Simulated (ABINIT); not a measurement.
Here is an ABINIT 10.8.3 (patched build) calculation.

run.abi

```
# Pseudopotentials
pp_dirpath "./"
pseudos "S.upf, Mg.upf"

# Structure
acell 7.6243313651 7.6243313652 12.1552743532
rprim
     1.0000000000     0.0000000000     0.0000000000
    -0.5000000000     0.8660254038     0.0000000000
     0.0000000000     0.0000000000     1.0000000000
ntypat 2
znucl 16 12
natom 4
typat 1 1 2 2
xred
     0.6666666667     0.3333333333     0.8792441500
     0.3333333333     0.6666666667     0.3792441500
     0.3333333333     0.6666666667     0.9957548500
     0.6666666667     0.3333333333     0.4957548500

# Plane-wave basis
ecut 1142.878222 eV

# k points
kptopt 1
ngkpt 8 8 4
nshiftk 1
shiftk 0.0 0.0 0.0

# Exchange and correlation
ixc -116133

# Bands and occupations
nband 20
occopt 3
tsmear 0.05 eV

# SCF cycle
nstep 100
tolvrs 1.0e-10

# Output
iomode 3
prtwf 0
prtden 0
prteig 0
prtebands 0
enunit 1
```

Potentials or basis: PseudoDojo NC SR PBEsol v0.4.1 standard.

Command:

```console
$ mpirun --bind-to none -np 4 abinit run.abi > log 2>&1
```

(1) Estimate the largest force.

(2) Predict the band gap on the k mesh.

(3) What does it give for the pressure?

Results:

(1) 0.048 eV/Å.

(2) 3.26 eV, direct.

(3) -0.3 GPa.
